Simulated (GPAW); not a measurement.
Crystal: PtSe2 (Sudovikovite).

```
CELL_PARAMETERS angstrom
3.72400 0.00000 0.00000
-1.86200 3.22508 0.00000
0.00000 0.00000 5.06200
ATOMIC_POSITIONS crystal
Pt 0.00000 0.00000 0.00000
Se 0.66667 0.33333 0.75000
Se 0.33333 0.66667 0.25000
```

* Program: GPAW 26.7.0
* Task: relaxation of cell and atoms
* Functional: PBEsol
* Dispersion: D3
* Potentials or basis: PAW data sets generated in the run's folder for this functional
* Cutoff: 600 eV
* Basis: pw
* k mesh: 7 × 7 × 5
* Occupations: fermi-dirac, width 0.05 eV
* Spin: no spin polarisation

At the start: pressure -0.3 GPa; volume 20.27 Å³/atom.

Problem. Where does the relaxation end?

Solution. Over 11 steps the energy falls by 36.1 meV/atom and the volume is 18.76 Å³/atom (-7.4 %); space group P-3m1 (No. 164, to 0.05 Å).

Step by step:
```
step  energy change (eV)  largest force (eV/Å)  pressure (GPa)  volume (Å³)
   1              0.0000                0.4367           -0.32        60.80
   2             -0.0060                0.3738           -0.70        60.76
   3             -0.0396                0.1346           -3.22        60.00
   4             -0.0499                0.2392           -3.27        59.39
   5             -0.0726                0.4206           -1.57        57.14
   6             -0.0824                0.2716           -0.39        56.78
   7             -0.0906                0.0150            1.29        56.35
   8             -0.0938                0.0252            1.55        56.20
   9             -0.1053                0.1039            1.35        55.97
  10             -0.1078                0.0564            0.56        56.12
  11             -0.1082                0.0125            0.07        56.27
```

Final structure:
```yaml
crystal:
  lattice:
    - [3.75610, 0.00000, 0.00000]
    - [-1.87805, 3.25288, 0.00000]
    - [0.00000, 0.00000, 4.60560]
  atoms:
    - { symbol: Pt, position: [0.00000, 0.00000, 0.00000] }
    - { symbol: Se, position: [0.66667, 0.33333, 0.72756] }
    - { symbol: Se, position: [0.33333, 0.66667, 0.27244] }
```

Caveat: later steps reuse the first step's grids; pairwise dispersion overbinds metals, which lowers pressure and volume.
